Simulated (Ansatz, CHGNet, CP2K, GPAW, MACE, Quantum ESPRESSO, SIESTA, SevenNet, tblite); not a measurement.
## Running the unslipped end of a generalised stacking fault on (111) (glide set) of a GaP-AlP solid solution (72 atoms) with Quantum ESPRESSO

How near does Quantum ESPRESSO come to plane waves for the unslipped end of a generalised stacking fault on (111) (glide set) of a GaP-AlP solid solution (72 atoms)?

Calculated with Quantum ESPRESSO 7.5; the method is named at each step.

### 1. Starting point

The cell holds 72 atoms: 18 Al, 36 P and 18 Ga. Its edges and angles: a = 6.683 Å, b = 11.576 Å, c = 19.103 Å, α = 90.0°, β = 90.0°, γ = 90.0°. Zinc-blende GaP lattice (a = 5.4569 Å, the value set for the mixture), cell with z along [111], 1 x 3 x 2 periods; the third cell vector is tilted by 0.000 of 1/2[11-2] and lengthened by 0.2 Å, so the stacking has no slip (glide set); displaced by a Gaussian of 0.01 Å; 18 of 36 Ga sites given to Al at random (lattice constant by Vegard's rule between GaP and AlP). Then every atom was moved at random, 0.02 Å r.m.s. a Cartesian component. The structure's axis is c.

The yardstick, on the same geometry:

```
method                                           : Kohn-Sham DFT, PBE, PAW, plane waves (Ansatz 0.2.0); cutoff 420 eV, Γ point, fermi-dirac smearing of 0.05 eV; PAW set soft_2
r.m.s. force component                           : 0.4406 eV/Å
longest force                                    : 1.724 eV/Å
pressure                                         : 1.239 GPa
gap (highest filled to lowest empty level) : 1.18 eV
SCF cycles                                       : 9
time                                             : 9.8 s on 8 threads of Arm Neoverse V1, shared host
CPU time                                         : 71 s
```

### 2. PBE, sssp-1.3.0-efficiency, 60/480 Ry

Method: Kohn-Sham DFT, PBE, SSSP efficiency 1.3.0 pseudopotentials, plane waves.

The input, pw.in:

```
&control
  calculation = 'scf'
  pseudo_dir = './pseudo'
  outdir = './tmp'
  disk_io = 'none'
  tprnfor = .true.
  tstress = .true.
/
&system
  ibrav = 0
  nat = 72
  ntyp = 3
  ecutwfc = 60
  ecutrho = 480
  nosym = .true.
  occupations = 'smearing'
  smearing = 'fd'
  degauss = 0.003675
/
&electrons
  conv_thr = 3.6e-07
  electron_maxstep = 100
  mixing_beta = 0.2
  mixing_mode = 'local-TF'
  diagonalization = 'david'
/
ATOMIC_SPECIES
Al 26.982 Al.upf
P 30.974 P.upf
Ga 69.723 Ga.upf
CELL_PARAMETERS angstrom
6.68331 0.00000 0.00000
0.00000 11.57583 0.00000
0.00000 0.00000 19.10326
ATOMIC_POSITIONS crystal
Al 0.48955 0.16623 0.02020
P 0.50643 0.16695 0.14473
Ga 0.82810 0.16605 0.18841
P 0.83594 0.16879 0.30927
Ga 0.00708 0.00107 0.01939
P 0.99327 0.00040 0.14457
Al 0.33150 0.99853 0.18538
P 0.33021 0.99790 0.30883
Ga 0.66302 0.00387 0.35082
P 0.66483 0.99435 0.47481
Al 0.50116 0.50168 0.02058
P 0.50187 0.49810 0.14422
Ga 0.83424 0.50145 0.18585
P 0.83219 0.49806 0.30860
Al 0.00500 0.33034 0.02192
P 0.99776 0.33159 0.14347
Ga 0.33642 0.33409 0.18467
P 0.33810 0.33127 0.30857
Al 0.66889 0.33290 0.34942
P 0.66830 0.33397 0.47279
Ga 0.16235 0.16450 0.35008
P 0.16762 0.16341 0.47194
Ga 0.49525 0.16806 0.51454
P 0.49647 0.16740 0.63808
Al 0.83117 0.16503 0.67943
P 0.83550 0.16377 0.80485
Ga 0.00293 0.00015 0.51436
P 0.00143 0.00087 0.63678
Al 0.33928 0.00031 0.68168
P 0.33047 0.99811 0.80292
Ga 0.66734 0.00290 0.84666
P 0.66906 0.99808 0.96844
Ga 0.49895 0.83369 0.02228
P 0.49751 0.83249 0.14333
Al 0.83371 0.83428 0.18765
P 0.83328 0.83706 0.31016
Ga 0.99769 0.66740 0.02105
P 0.99782 0.66663 0.14261
Al 0.33583 0.66449 0.18452
P 0.33957 0.66541 0.30926
Al 0.67255 0.66829 0.34979
P 0.66632 0.66737 0.47456
Ga 0.16982 0.49693 0.34925
P 0.16754 0.49718 0.47548
Al 0.49791 0.50168 0.51686
P 0.50311 0.49945 0.63889
Al 0.83426 0.49624 0.68151
P 0.83574 0.49847 0.80264
Al 0.99692 0.33554 0.51353
P 0.00056 0.33514 0.63869
Al 0.33257 0.33356 0.67863
P 0.33526 0.33295 0.80664
Ga 0.66769 0.33255 0.84500
P 0.66488 0.33246 0.96723
Al 0.16317 0.16974 0.84392
P 0.17291 0.16681 0.96779
[... 12 atom lines left out ...]
Ga 0.16547 0.49851 0.84707
P 0.16550 0.49814 0.97311
Al 0.16214 0.83411 0.84429
P 0.16420 0.83057 0.96928
K_POINTS gamma
```

Command:

```console
$ OMP_NUM_THREADS=1 mpirun -np 4 pw.x -in pw.in > output.txt
```

What it wrote:

```text
Program PWSCF
     gamma-point specific algorithms are used
     one sub-group per band group will be used
     scalapack distributed-memory algorithm (size of sub-group:  2*  2 procs)
     Parallelization info
     sticks:   dense  smooth     PW     G-vecs:    dense   smooth      PW
     Min        2635    1320    329               442756   156527   19576
     Max        2640    1322    332               442762   156532   19578
     Sum       10549    5285   1323              1771035   626119   78307
     bravais-lattice index     =            0
     lattice parameter (alat)  =      12.6296  a.u.
     unit-cell volume          =    9973.5056 (a.u.)^3
     number of atoms/cell      =           72
     number of atomic types    =            3
     number of electrons       =       468.00
     number of Kohn-Sham states=          281
     kinetic-energy cutoff     =      60.0000  Ry
     charge density cutoff     =     480.0000  Ry
     scf convergence threshold =      3.6E-07
     mixing beta               =       0.2000
     number of iterations used =            8  local-TF  mixing
     Exchange-correlation= SLA  PW   PBX  PBC
                           (   1   4   3   4   0   0   0)
     crystal axes: (cart. coord. in units of alat)
               a(1) = (   1.000000   0.000000   0.000000 )
               a(2) = (   0.000000   1.732050   0.000000 )
               a(3) = (   0.000000   0.000000   2.858353 )
     reciprocal axes: (cart. coord. in units 2 pi/alat)
               b(1) = (  1.000000  0.000000  0.000000 )
               b(2) = (  0.000000  0.577350  0.000000 )
               b(3) = (  0.000000  0.000000  0.349852 )
     PseudoPot. # 1 for Al:
     Pseudo is Projector augmented-wave + core cor, Zval =  3.0
     PseudoPot. # 2 for P :
     Pseudo is Ultrasoft + core correction, Zval =  5.0
     PseudoPot. # 3 for Ga:
     Pseudo is Projector augmented-wave + core cor, Zval = 13.0
     atomic species   valence    mass     pseudopotential
     Al                3.00    26.98200     Al( 1.00)
     P                 5.00    30.97400     P ( 1.00)
     Ga               13.00    69.72300     Ga( 1.00)
     No symmetry found
   Cartesian axes
     number of k points=     1  Fermi-Dirac smearing, width (Ry)=  0.0037
                       cart. coord. in units 2pi/alat
        k(    1) = (   0.0000000   0.0000000   0.0000000), wk =   2.0000000
     Dense  grid:   885518 G-vectors     FFT dimensions: (  90, 160, 256)
     Smooth grid:   313060 G-vectors     FFT dimensions: (  64, 108, 180)
     Initial potential from superposition of free atoms
     starting charge     467.8998, renormalised to     468.0000
     Starting wfcs are  378 randomized atomic wfcs
     Self-consistent Calculation
     iteration #  1     ecut=    60.00 Ry     beta= 0.20
     Threshold (ethr) on eigenvalues was too large:
     Diagonalizing with lowered threshold
     total energy              =   -6221.92190622 Ry
     estimated scf accuracy    <       3.18911346 Ry
     iteration #  2     ecut=    60.00 Ry     beta= 0.20
     total energy              =   -6220.98209869 Ry
     estimated scf accuracy    <       2.33650021 Ry
     iteration #  3     ecut=    60.00 Ry     beta= 0.20
     total energy              =   -6221.47717138 Ry
     estimated scf accuracy    <       0.09417070 Ry
     iteration #  4     ecut=    60.00 Ry     beta= 0.20
     c_bands:  4 eigenvalues not converged
     total energy              =   -6221.79957436 Ry
     estimated scf accuracy    <       0.09790064 Ry
     iteration #  5     ecut=    60.00 Ry     beta= 0.20
     total energy              =   -6221.81196141 Ry
     estimated scf accuracy    <       0.09311072 Ry
     iteration #  6     ecut=    60.00 Ry     beta= 0.20
     total energy              =   -6221.81605032 Ry
     estimated scf accuracy    <       0.01559797 Ry
[...]
c_bands:  5 eigenvalues not converged
[...]
total energy              =   -6221.81814926 Ry
[...]
iteration # 33     ecut=    60.00 Ry     beta= 0.20
     total energy              =   -6221.81814943 Ry
     estimated scf accuracy    <       0.00000065 Ry
     iteration # 34     ecut=    60.00 Ry     beta= 0.20
     total energy              =   -6221.81814957 Ry
     estimated scf accuracy    <       0.00000075 Ry
     iteration # 35     ecut=    60.00 Ry     beta= 0.20
     End of self-consistent calculation
          k = 0.0000 0.0000 0.0000 ( 39154 PWs)   bands (ev):
    -8.6795  -8.6404  -8.6276  -8.6220  -8.6148  -8.6078  -8.5996  -8.5899
    -8.5781  -8.5742  -8.5716  -8.5547  -8.5358  -8.5309  -8.5286  -8.5257
    -8.5198  -8.5169  -8.5154  -8.5145  -8.5123  -8.5101  -8.5068  -8.5030
    -8.4998  -8.4979  -8.4892  -8.4837  -8.4832  -8.4717  -8.4692  -8.4626
    -8.4586  -8.4471  -8.4456  -8.4417  -8.4355  -8.4330  -8.4310  -8.4268
    -8.4185  -8.4148  -8.4083  -8.4005  -8.3930  -8.3919  -8.3887  -8.3854
[...]
9.2742   9.4508   9.4727   9.5056   9.6025   9.6157   9.6606   9.7166
     9.7377   9.8060   9.8395   9.8581   9.9058   9.9215   9.9969  10.0548
    10.0860  10.1089  10.1250  10.1554  10.3183  10.3577  10.3836  10.4084
    10.4315
     the Fermi energy is     6.9004 ev
!    total energy              =   -6221.81814959 Ry
     estimated scf accuracy    <       0.00000008 Ry
     smearing contrib. (-TS)   =      -0.00000160 Ry
     internal energy E=F+TS    =   -6221.81814799 Ry
     The total energy is F=E-TS. E is the sum of the following terms:
     one-electron contribution =   -2526.58830466 Ry
     hartree contribution      =    1606.38978366 Ry
     xc contribution           =    -892.45651686 Ry
     ewald contribution        =   -1780.83336450 Ry
     one-center paw contrib.   =   -2628.32974562 Ry
     convergence has been achieved in  35 iterations
     Forces acting on atoms (cartesian axes, Ry/au):
     atom    1 type  1   force =     0.03202456   -0.00092441   -0.04439294
     atom    2 type  2   force =    -0.02153872   -0.01218752   -0.01236462
     atom    3 type  3   force =     0.01179389    0.00246057   -0.01593574
     atom    4 type  2   force =    -0.00615913   -0.00905284    0.00592017
     atom    5 type  3   force =    -0.01794976   -0.00543120   -0.03356118
     atom    6 type  2   force =     0.02315806    0.00073637   -0.00875441
[...]
atom   70 type  2   force =     0.01012355    0.00230826    0.02430495
     atom   71 type  1   force =     0.00084686   -0.00903993    0.01366893
     atom   72 type  2   force =     0.01620805    0.01092744    0.03290602
     Total force =     0.252949     Total SCF correction =     0.000986
     Computing stress (Cartesian axis) and pressure
          total   stress  (Ry/bohr**3)                   (kbar)     P=       12.06
  -0.00022952   0.00001565  -0.00003251          -33.76        2.30       -4.78
   0.00001565   0.00042625  -0.00001018            2.30       62.70       -1.50
  -0.00003251  -0.00001018   0.00004927           -4.78       -1.50        7.25
     Message from routine punch:
     Nothing written, as per user request (disk_io='none')
```

Elapsed: 14 min, on 4 MPI ranks of Arm Neoverse V1, shared host; peak memory 5.5 GiB; 55 min of CPU time.

Banners, paths, timers and routine set-up lines are dropped from the logs unmarked, and long logs keep their key lines alone; longer cuts are marked.

Numbers from this run, and their distance from the reference:

```
r.m.s. force component                           : 0.4425 eV/Å
r.m.s. difference of force components            : 4.37 meV/Å
longest difference of force vectors              : 14.46 meV/Å
force difference over r.m.s. force               : 0.9918 %
slope of forces against the reference's          : 1.004
correlation of force components                  : 1
gap (highest filled to lowest empty level) : 1.179 eV
gap difference                                   : -0.0014 eV
pressure                                         : 1.206 GPa
pressure difference                              : -0.0329 GPa
```

Length of the force difference by element (eV/Å):

```tsv
element	atoms	mean	most
Al	18	0.0031	0.0058
Ga	18	0.0048	0.0085
P	36	0.0094	0.015
```

Levels nearest the highest filled one (eV from it): -1.10, -1.02, -0.96, -0.80, -0.75, -0.74, -0.70, -0.59, -0.53, -0.47, -0.07, 0.00, 1.18, 1.54, 1.61, 1.66, 1.70, 1.83, 1.93, 1.97, 2.08, 2.13, 2.15, 2.24.

The surroundings of Ga33, which bears the longest force, nearest first, numbered as they follow in the input and with coordinates relative to it.

```tsv
atom	x	y	z	distance (Å)	bonds	Fx	Fy	Fz (eV/Å)
Ga33	0.00	0.00	0.00	0.00	4	-0.14	-0.17	-1.72
P34	-0.01	-0.01	2.31	2.31	4	0.38	0.00	0.42
P32	1.14	1.90	-1.03	2.44	4	-0.06	0.37	1.51
P72	-2.24	-0.04	-1.01	2.46	4	0.42	0.28	0.85
P68	1.10	-1.96	-1.04	2.47	4	0.27	0.19	1.13
Ga5	-3.29	1.94	-0.06	3.82	4	-0.46	-0.14	-0.86
Al7	-1.12	1.91	3.12	3.82	4	-0.29	0.25	-0.17
Al39	-1.09	-1.96	3.10	3.82	4	-0.45	0.05	0.13
Al11	0.01	-3.84	-0.03	3.84	4	-0.10	-0.32	-1.27
Ga37	3.33	-1.92	-0.02	3.85	4	-0.38	-0.21	-1.30
Al1	-0.06	3.85	-0.04	3.85	4	0.82	-0.02	-1.14
Ga37	-3.35	-1.92	-0.02	3.86	4	-0.38	-0.21	-1.30
Al35	2.24	0.01	3.16	3.87	4	-0.31	-0.20	-0.42
Ga5	3.40	1.94	-0.06	3.91	4	-0.46	-0.14	-0.86
```

Forces lie 0.99 % from the reference's, at 46 times its CPU time (on 4 against 8 cores).

### 3. Summary of results

| Property | Result |
| --- | --- |
| force difference from the reference | QE PBE, sssp-1.3.0-efficiency, 60/480 Ry, 0.99 % |
| its CPU time | 55 min |

**Reading.** PBE on plane waves or a grid with other potentials, cutoffs or grids differs from the reference by 0.99 % (QE PBE, sssp-1.3.0-efficiency, 60/480 Ry) of the r.m.s. force; this holds the reference's own error, so differences of a few per cent don't tell which side is nearer the exact PBE result (QE's 60 Ry are 816 eV, against the reference's 420 eV). PBE gaps agree with the reference's 1.18 eV within 0.002 eV. These are spacings on the run's k-points, which needn't hold the band edges. The reference's stress is far from hydrostatic: its diagonal is -3.3, 6.3, 0.8 GPa, compression counted positive. The host structure and its lattice constant were typed by rule, without a check against the phase diagram. The electronic-structure runs sample only Γ, in a cell whose shortest periodic width is 7 Å.

[Also dropped from logs without a mark: logging warnings of Python, and SIESTA's first energy breakdown and zero terms.]

[Logs are printed without paths, hosts, clocks, repeated set-up lines and the standing remarks that a program may print on its own settings, such as how far it seeks lower states.]

[Hosts, paths, dates, database ids (printed as entryN), source tags and the programs' standing remarks are cut or masked in the printed files.]
